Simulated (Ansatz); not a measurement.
# C: convergence with LAPW's plane-wave cutoff

The task here is to estimate one member of a computed series from the others.

Computed with Ansatz 0.2.0 (DFT, PBE, all-electron LAPW, scalar-relativistic, unless a step's input says otherwise).

1 further run of the same task is left out (set aside as unsound or not needed).

## The structure to begin with

Symmetry: Pm-3m, No. 221, cubic system. The conventional cell has a = 1.776 Å, b = 1.776 Å, c = 1.776 Å, α = 90.00°, β = 90.00°, γ = 90.00°. C (site symmetry m-3m) has 6 C at 1.78 Å as nearest neighbours.

Structure file:

```cif
data_structure
_symmetry_space_group_name_H-M 'P 1'
_symmetry_Int_Tables_number 1
_cell_length_a 1.7756
_cell_length_b 1.7756
_cell_length_c 1.7756
_cell_angle_alpha 90.000
_cell_angle_beta 90.000
_cell_angle_gamma 90.000
_cell_volume 5.60
loop_
_atom_site_label
_atom_site_type_symbol
_atom_site_fract_x
_atom_site_fract_y
_atom_site_fract_z
_atom_site_occupancy
C1 C 0.00000 0.00000 0.00000 1
```

The structure (sc type) was typed from a prototype and relaxed by PAW; whether it is the ground state wasn't tested.

The first run:

input.yaml reads:

```yaml
crystal:
  lattice:
    - [1.7755632054, 0.0, 0.0]
    - [0.0, 1.7755632054, 0.0]
    - [0.0, 0.0, 1.7755632054]
  atoms:
    - { symbol: C, position: [0.0, 0.0, 0.0] }
kpoints:
  mp_grid: { grid: [15, 15, 15] }
scf:
  occupations: { method: fermi_dirac, width: 0.03 }
hamiltonian:
  xc: pbe
  pseudopotentials: { kind: all_electron, lapw: { basis_error: 0.001 } }
output:
  forces: true
  stress: true
  eigenvalues: true
basis:
  ecutwfc: 220
```

Among the steps run: With plane-wave cutoff typed as 220 eV; With plane-wave cutoff typed as 260 eV; With plane-wave cutoff typed as 400 eV; With plane-wave cutoff typed as 500 eV.

One of the session's tables, all rows but one given; the rest of the session is left out.

It belongs to the step «The sweep in one table». 

```
cutoff (eV)  pressure (GPa)
        220           -0.18
        260               ?
        400           -0.25
        500           -0.25
```

Q: Estimate the row for cutoff (eV) = 260 from the others.

Worked estimate for «pressure (GPa)». A straight line through the neighbours (220, -0.18) and (400, -0.25) gives -0.18 + (-0.25 + 0.18) × (260 − 220) / (400 − 220) = -0.20; a parabola fitted to 3 rows on both sides gives -0.20.

The run gave: pressure (GPa): -0.24. In «pressure (GPa)» the line misses by +0.04 and the parabola by +0.04. Between these rows the values bend or scatter more than so simple an estimate can follow.

Energies are those extrapolated to zero smearing.
